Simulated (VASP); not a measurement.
**TiAl: equation of state with PBEsol**

Crystal: TiAl.

```
CELL_PARAMETERS angstrom
2.86726 0.00000 0.00000
-1.43363 2.48312 0.00000
0.00000 0.00000 4.67808
ATOMIC_POSITIONS crystal
Ti 0.00000 0.00000 0.00000
Al 0.33333 0.66667 0.50000
```

The cell comes from a database or a generator and needn't be the stable form of this composition.

```yaml
Program: VASP 6.6.1
Task: equation of state
Functional: PBEsol
Potentials_or_basis: VASP PAW PBE potentials, release 64 (Ti_sv, Al)
Cutoff: 520 eV
k_mesh: 11 × 11 × 6
Occupations: fermi-dirac, width 0.05 eV
Spin: no spin polarisation
Ladder: free
Further_INCAR_settings: ALGO = Normal; EDIFF = 1e-07; NBANDS = 14
```

```
Equilibrium volume                        : 16.22 Å³/atom
Bulk modulus at fixed shape and positions : 111 GPa
Pressure derivative of the bulk modulus   : 3.8
```

Energy against volume, from the lowest point:
```tsv
volume (Å³/atom)	energy (meV/atom)
15.654	6.95
15.987	0.93
16.320	0.00
16.653	3.69
16.986	11.57
17.320	23.23
17.653	38.35
```

All runs of the series together: 3 min on 1 thread of Intel(R) Xeon(R) Platinum 8259CL CPU @ 2.50GHz (Skylake/Cascade Lake) (shared host).

Caveat: the cell was scaled at fixed shape and fractional positions, which overstates the stiffness of a crystal with free parameters, most of all of layers and chains; the PAW data sets were made with another functional, which shifts forces and pressure a little.
